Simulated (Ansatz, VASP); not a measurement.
# Al2Cu in VASP and in Ansatz

```
Al Cu
1.0
     4.23120    0.00000    0.00000
     0.00000    4.23120    0.00000
     0.00000    0.00000    2.88473
Al Cu
2 1
Direct
  0.50000 0.00586 0.50000
  0.00000 0.47416 0.50000
  0.00000 0.00848 0.00000
```

Change from the starting cell: mode 9 frozen in at -0.106 Å, equal normal strain along x and y +0.0267.

Alike in both runs: task single point; functional PBE; k mesh 10 × 10 × 14; occupations gaussian, width 0.15 eV; no spin polarisation.

|  | VASP | Ansatz |
| --- | --- | --- |
| version | VASP 6.6.1 | Ansatz 0.2.0 |
| potentials or method | VASP PAW PBE potentials, release 64 (Al, Cu) | scalar-relativistic, plane waves, PAW |
| plane-wave cutoff (eV) | 520 | 520 |
| valence electrons in the cell | 17 | 25 |

Ansatz gave:

| Property | Result |
| --- | --- |
| gap on the k mesh at the Fermi level (eV) | none |
| pressure (GPa) | -3.2 |
| largest component of the traceless stress (GPa) | 0.90 |
| rms of the force components (eV/Å) | 0.440 |

What did VASP give for the same quantities?

gap on the k mesh at the Fermi level (eV): none; pressure (GPa): -3.2; largest component of the traceless stress (GPa): 0.88; rms of the force components (eV/Å): 0.442.

Atom by atom the forces differ by 0.002 eV/Å (rms over components). A gap of «none» marks a metal or a gap that the smearing closes. The two sets of potentials don't hold the same shells in valence.

Caveats: forces of over 1 eV/Å show positions far from the minimum, so gaps and moduli don't describe the material at rest.
